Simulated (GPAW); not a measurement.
# GaN (P6_3mc) in GPAW: single point with PBE

Aim: the single point of GaN with PBE.

Program: GPAW 26.7.0. These are calculated values, not measurements. Logs are shortened: lines on timing, memory, paths and dates and some standing lists are left out, and cuts for length are marked. The log counts tension as positive stress, the text compression.

**Experimental background.**

From “Studying electronic properties in GaN without electrical contacts using γ-γ vs e−-γ Perturbed Angular Correlations”, 2019, pmc:6823545, for a bulk crystal of GaN: band gap 3.503 ± 0.005 eV (direct).

The results are compared with them further down.

### Step 1. The crystal as given

It takes space group P6_3mc (No. 186, hexagonal). The conventional cell has a = 3.180 Å, b = 3.180 Å, c = 5.166 Å, α = 90.00°, β = 90.00°, γ = 120.00°. Around Ga (site symmetry 3m) lie 4 N at 1.94 to 1.95 Å. Around N (site symmetry 3m) lie 4 Ga at 1.94 to 1.95 Å.

### Step 2. Single point, PBE

Input file run.py:

```python
from ase.dft.bandgap import bandgap
from ase.io import read, write
from ase.units import Bohr, GPa
from gpaw import GPAW, PW
from gpaw.elf import elf_from_dft_calculation

atoms = read('POSCAR')

calc = GPAW(mode=PW(800),
            xc='PBE',
            kpts={'size': (10, 10, 5), 'gamma': True},
            occupations={'name': 'methfessel-paxton', 'order': 0, 'width': 0.023},
            nbands=18,
            convergence={'density': 1e-05, 'energy': 1e-05},
            maxiter=150,
            txt='gpaw.txt')
atoms.calc = calc
energy = atoms.get_potential_energy()
forces = atoms.get_forces()
stress = atoms.get_stress()
calc.write('gs.gpw')
write('result.traj', atoms)
print(f'Energy: {energy:.6f} eV')
print('Forces (eV/A):')
print(forces.round(4))
print('Stress (GPa):', (stress / GPa).round(3))
print('Fermi level:', round(calc.get_fermi_level(), 4), 'eV')
print(f'Gap: {bandgap(calc)[0]:.4f} eV, direct: {bandgap(calc, direct=True)[0]:.4f} eV')

# fields on the real-space grid
write('density.cube', atoms, data=calc.get_pseudo_density() * Bohr**3)
write('potential.cube', atoms, data=calc.get_electrostatic_potential())
write('elf.cube', atoms, data=elf_from_dft_calculation(calc).data)
```

Input file POSCAR:

```
GaN
1.0
    3.1800000000      0.0000000000      0.0000000000
   -1.5900000000      2.7539607840      0.0000000000
    0.0000000000      0.0000000000      5.1660000000
Ga N
2 2
Direct
    0.6666666667      0.3333333333      0.5000000000
    0.3333333333      0.6666666667      0.0000000000
    0.6666666667      0.3333333333      0.8750000000
    0.3333333333      0.6666666667      0.3750000000
```

Potentials or basis: GPAW PAW data sets (gpaw-data 1.2.1), pw.

Command:

```bash
OMP_NUM_THREADS=1 python run.py
```

gpaw.txt:

```text
__  _  _
 | _ |_)|_||  |
 |__||  | ||/\| - 26.7.0

Input parameters:
  mode=PW(ecut=800.0),
  convergence={'density': 1e-05, 'energy': 1e-05},
  kpts=MonkhorstPack(size=(10, 10, 5), gamma=True),
  maxiter=150,
  nbands=18,
  occupations=Occupations(name='methfessel-paxton', order=0, width=0.023),
  xc=XC(name='PBE')

Diagonalizing LCAO Hamiltonian
Converting LCAO to pw mode

           N

           Ga
        N

        Ga

Atoms  # Å, Bohr magnetons
|   | symbol |         x |        y |        z |    initial magnetic moments |
|---|--------|-----------|----------|----------|-----------------------------|
| 0 |     Ga |  1.590000 | 0.917987 | 2.583000 | ( 0.0000,  0.0000,  0.0000) |
| 1 |     Ga | -0.000000 | 1.835974 | 0.000000 | ( 0.0000,  0.0000,  0.0000) |
| 2 |      N |  1.590000 | 0.917987 | 4.520250 | ( 0.0000,  0.0000,  0.0000) |
| 3 |      N | -0.000000 | 1.835974 | 1.937250 | ( 0.0000,  0.0000,  0.0000) |

Unit cell  # Å
| periodic |         x |        y |        z |  lengths |     angles |
|----------|-----------|----------|----------|----------|------------|
|      yes |  3.180000 | 0.000000 | 0.000000 | 3.180000 |  90.000000 |
|      yes | -1.590000 | 2.753961 | 0.000000 | 3.180000 |  90.000000 |
|      yes |  0.000000 | 0.000000 | 5.166000 | 5.166000 | 120.000000 |

Number of symmetries: 6
Symmetry operations  # r_c * U_cc + t_c -> r_c
|   | kind |            matrix            |
|---|------|------------------------------|
| 0 |  σ   |  1, 1, 0,  0,-1, 0,  0, 0, 1 |
| 1 |  E   |  1, 0, 0,  0, 1, 0,  0, 0, 1 |
| 2 |  C3  |  0, 1, 0, -1,-1, 0,  0, 0, 1 |
| 3 |  σ   |  0,-1, 0, -1, 0, 0,  0, 0, 1 |
| 4 |  σ   | -1, 0, 0,  1, 1, 0,  0, 0, 1 |
| 5 |  C3  | -1,-1, 0,  1, 0, 0,  0, 0, 1 |

BZ-sampling:
  Number of BZ points: 500
  Number of IBZ points: 58

  Monkhorst-Pack size: [10, 10, 5]
  Monkhorst-Pack shift: [0.05, 0.05, 0.0]

K-points  # in reciprocal-cell coordinates
|     |                                coordinates |     weight |
|-----|--------------------------------------------|------------|
|   0 | (  0.00000000,   0.00000000,   0.00000000) | 0.00200000 |
|   1 | (  0.00000000,   0.00000000,   0.20000000) | 0.00400000 |
|   2 | (  0.00000000,   0.00000000,   0.40000000) | 0.00400000 |
|   3 | (  0.10000000,   0.00000000,  -0.40000000) | 0.01200000 |
|   4 | (  0.10000000,   0.00000000,  -0.20000000) | 0.01200000 |
|   5 | (  0.10000000,   0.00000000,   0.00000000) | 0.01200000 |
|   6 | (  0.10000000,   0.00000000,   0.20000000) | 0.01200000 |
|   7 | (  0.10000000,   0.00000000,   0.40000000) | 0.01200000 |
|   8 | (  0.20000000,  -0.10000000,   0.00000000) | 0.01200000 |
|   9 | (  0.20000000,  -0.10000000,   0.20000000) | 0.02400000 |
| ... |                                            |            |
|  57 | (  0.50000000,   0.50000000,   0.40000000) | 0.01200000 |

Plane wave coefficients: 2352
Cutoff: 800.0 eV

Spin-components: 1 (collinear spins)
Bands:           18
Projectors:      20
Spin-degeneracy: 2
Datatype:        complex128

Parallelization:
  kpt:    1
  domain: 1
  band:   1

Density:
  Valence electrons: 16.0
  Components: 1
  Grid points: [21 21 35]
  Charge: 0.0  # |e|

Potential:
  Grid points: [21 21 35]

species:
  Ga:
    name:    Gallium
    Z:       31.0
    valence: 3
    core:    28
    charge:  0.0  # [|e|]
    compensation charges:
      type: gauss
      rc: 0.37  # [Å]
      lmax: 2
    cutoffs:
      filter: 2.06  # [Å]
      core: 4.17  # [Å]
    projectors
    | kind |    occ | energy [eV] | rcut [Å] |
    |------|--------|-------------|----------|
    |   4s |  2.000 |      -8.945 |    1.164 |
    |   4p |  1.000 |      -2.580 |    1.164 |
    |    s |        |      18.266 |    1.164 |
    |    p |        |      24.631 |    1.164 |
    |    d |        |       0.000 |    1.164 |

    Using partial waves for Ga as LCAO basis

  N:
    name:    Nitrogen
    Z:       7.0
    valence: 5
    core:    2
    charge:  0.0  # [|e|]
    compensation charges:
      type: gauss
      rc: 0.18  # [Å]
      lmax: 2
    cutoffs:
      filter: 1.11  # [Å]
      core: 0.96  # [Å]
    projectors
    | kind |    occ | energy [eV] | rcut [Å] |
    |------|--------|-------------|----------|
    |   2s |  2.000 |     -18.583 |    0.603 |
    |   2p |  3.000 |      -7.089 |    0.529 |
    |    s |        |       8.629 |    0.603 |
    |    p |        |      20.123 |    0.529 |
    |    d |        |       0.000 |    0.577 |

    Using partial waves for N as LCAO basis

Reference energy: -108732.786066  # eV

eigensolver:
  PPCG
  Converge bands: occupied
  niter=2

density mixing:
  MSR1-Mixer
  Pratt-step length: 0.05
  Maximum mixing coefficient: 0.75
  Old densities: 10
  SVD Regularization: 0.005
  Good broyden scale: 1.0
  Trust region scale: 1.0
  Backstep threshold: 4.0
  History deletion threshold: 6.0
  Fourier metric: weight=20.0, sigma=0.015

occupation numbers:
  Methfessel-Paxton:
    width: 0.0230  # eV
    order: 0

poisson solver:
  ecut: 6400.0  # eV

xc functional:
  name: PBE with 2 nearest neighbor stencil

convergence criteria:
- Maximum integral of absolute [dens]ity change: 1e-05 electrons / valence electron
- Maximum [total energy] change in last 3 cyles: 1e-05 eV / valence electron
- Maximum integral of absolute [eigenst]ate change: 4e-08 eV^2 / valence electron
maximum number of iterations: 150

SCF iterations
|iter     | |      energy | eigst |  dens |
|---------|-|-------------|-------|-------|
|iter:   1| |  -27.818423 | -0.16 |       |
|iter:   2| |  -26.828824 | -1.84 | -0.56 |
|iter:   3| |  -24.143345 | -0.52 | -0.62 |
|iter:   4| |  -24.142456 | -2.89 | -1.29 |
|iter:   5| |  -24.144211 | -3.46 | -1.56 |
|iter:   6| |  -24.144232 | -5.45 | -2.88 |
|iter:   7| |  -24.144251c| -6.17 | -3.20 |
|iter:   8| |  -24.144251c| -7.33 | -4.12 |
|iter:   9| |  -24.144251c| -7.59c| -4.45 |
|iter:  10| |  -24.144251c| -8.09c| -4.96 |
|iter:  11| |  -24.144251c| -9.28c| -5.82c|

Converged in 11 steps
Energy contributions relative to reference atoms: (reference = -108732.786066)

Energy contributions:
  Kinetic:          71.709286
  Coulomb:         -62.867383
  Zero:              0.306042
  External:          0.000000
  Xc:              -33.292195
  Entropy:          -0.000000
  Spinorbit:         0.000000
  ----------------------------
  Free energy:     -24.144251
  Extrapolated:    -24.144251

dipole moment: (-0.000025, -0.000039, -11.607278)  # |e|*Ang

Fermi level: 6.822
Eigenvalues  # (at kpt = [0.000, 0.000, 0.000])
| band index |      eig [eV] | occ [0-2] |
|------------|---------------|-----------|
|          0 |        -9.434 |     2.000 |
|          1 |        -7.047 |     2.000 |
|          2 |        -0.533 |     2.000 |
|          3 |         5.504 |     2.000 |
|          4 |         5.504 |     2.000 |
|          5 |         6.499 |     2.000 |
[... 8 lines left out ...]
|         14 |        18.412 |     0.000 |
|         15 |        18.412 |     0.000 |
|        ... |               |           |
|         17 |        21.832 |     0.000 |

Gap: 2.085 eV
Transition (v -> c):
  (s=0, k=0, n=7, [0.00, 0.00, 0.00]) -> (s=0, k=0, n=8, [0.00, 0.00, 0.00])
No difference between direct/indirect transitions

Forces  # eV/Ang
|        x |        y |        z |
|----------|----------|----------|
|  0.00000 |  0.00000 | -0.18140 |  # Ga   0
| -0.00000 | -0.00000 | -0.18137 |  # Ga   1
|  0.00000 |  0.00000 |  0.18133 |  # N    2
|  0.00000 |  0.00000 |  0.18043 |  # N    3

Stress tensor  # eV/Ang^3
|         x |         y |         z |
|-----------|-----------|-----------|
| -0.090705 | -0.000000 |  0.000000 |
| -0.000000 | -0.090705 |  0.000000 |
|  0.000000 |  0.000000 | -0.104699 |

# Writing to gs.gpw (mode='')
```

Wall time 51 s (1 thread of Arm Neoverse V1, shared host); peak memory 0.21 GiB.

What came out:

```yaml
Free_energy: -24.1443 eV
Pressure: 15.3 GPa
Largest_force: 0.181 eV/Å
Band_gap_on_the_k_mesh: 2.09 eV, direct
```

Forces in eV/Å, atoms in the order of the input:
```
Ga   0.000  0.000 -0.181
Ga   0.000  0.000 -0.181
N    0.000  0.000  0.181
N    0.000  0.000  0.180
```

Levels at points of the mesh, in eV from the valence-band top:
```csv
k point,band 6,band 7,band 8,band 9,band 10,band 11
"(0.00, 0.00, 0.00)",-0.06,0.00,0.00,2.09,4.41,9.36
"(0.50, 0.50, 0.00)",-2.73,-2.28,-0.97,5.16,5.72,6.17
```

Caveat: so large a pressure means that the cell lies far from this level's equilibrium, or that cutoff or potentials fall short.

### Step 3. How close it comes

Step 2. A measured gap of GaN is 3.503 eV (direct; quoted in “Studying electronic properties in GaN without electrical contacts using γ-γ vs e−-γ Perturbed Angular Correlations”, 2019, pmc:6823545); the calculated 2.09 eV misses it by -1.42 eV. Spin-orbit coupling on Ga is left out. The value is that of PBE, without temperature or zero-point motion. Semilocal functionals fall short of measured gaps as a rule.
